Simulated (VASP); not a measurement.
Here is a VASP 6.6.1 calculation.

File INCAR:

```
ALGO = Normal
EDIFF = 1E-6
ENCUT = 500
GGA = PS
GGA_COMPAT = F
ISIF = 2
ISMEAR = -1
LASPH = T
LCHARG = F
LREAL = F
LWAVE = F
NBANDS = 16
NELM = 120
PREC = Accurate
SIGMA = 0.05
```

File KPOINTS:

```
k-points
0
Gamma
  6 6 6
```

Contents of POSCAR:

```
CdTe
1.0
    0.0000000000      3.2050000000      3.2050000000
    3.2050000000      0.0000000000      3.2050000000
    3.2050000000      3.2050000000      0.0000000000
Te Cd
1 1
Direct
    0.7500000000      0.7500000000      0.7500000000
    0.0000000000      0.0000000000      0.0000000000
```

Potentials or basis: VASP PAW PBE potentials, release 64 (Te, Cd).

The run is started by

```console
$ cat potpaw_PBE.64/Te/POTCAR potpaw_PBE.64/Cd/POTCAR > POTCAR
$ mpirun -np 1 vasp_std > vasp.out
```

Estimate the band gap on the k mesh.

0.76 eV, direct.

What does it give for the pressure?

1.9 GPa.

Caveat: the PAW data sets were made with another functional, which shifts forces and pressure a little; spin-orbit coupling is left out, which moves the levels of the heavy elements.

**Experimental background.**

A printed reference work, data compilation reports, for a bulk crystal of CdTe at 0 K: band gap 1.607 eV.

A measured gap of CdTe is 1.607 eV (0 K; a printed reference work, data compilation); the calculated 0.76 eV misses it by -0.85 eV. Spin-orbit coupling on Cd, Te is left out. The value is that of PBEsol, without temperature or zero-point motion. Semilocal functionals fall short of measured gaps as a rule.
